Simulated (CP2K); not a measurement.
MgO:

```
CELL_PARAMETERS angstrom
3.30779 0.00000 0.00000
-1.65389 2.86463 0.00000
0.00000 0.00000 4.98288
ATOMIC_POSITIONS crystal
Mg 0.66667 0.33333 0.50216
Mg 0.33333 0.66667 0.00216
O 0.66667 0.33333 0.90244
O 0.33333 0.66667 0.40244
```

Measurements of this composition are mostly on another form, of space group No. 225.

Program: CP2K 2026.2. Alike in all runs: task band structure; no spin polarisation; cell as given; k mesh 9 × 9 × 6.

Order these runs on this cell by their pressure, lowest first.
A. level LDA; potentials or basis GTH_POTENTIALS Mg GTH-PADE-q10, O GTH-PADE-q6; TZVP-MOLOPT-PBE-GTH basis; smearing fermi-dirac 0.05 eV; EPS_DEFAULT 1.0E-9; NGRIDS 5; points a segment of the path (NPOINTS) 8; bands added on the path 2
B. level r2SCAN; potentials or basis POTENTIAL_UZH Mg GTH-SCAN-q10, O GTH-SCAN-q6; TZVP-MOLOPT-SCAN-GTH basis; smearing fermi-dirac 0.05 eV; EPS_DEFAULT 1.0E-9; NGRIDS 4; points a segment of the path (NPOINTS) 6; bands added on the path 6
C. level PBEsol; potentials or basis POTENTIAL_UZH Mg GTH-PBE-q10, O GTH-PBE-q6; TZVP-MOLOPT-PBE-GTH basis; smearing fermi-dirac 0.0259 eV; EPS_DEFAULT 1.0E-10; NGRIDS 4; points a segment of the path (NPOINTS) 10; bands added on the path 4

A (-0.5 GPa), B (2.0 GPa), C (4.1 GPa).

Caveats: the basis of atomic orbitals isn't converged, which shifts pressures, moduli and gaps; the potentials were made for another functional, which shifts forces and pressure (some runs).

Runs at the PBE level aren't shown here.
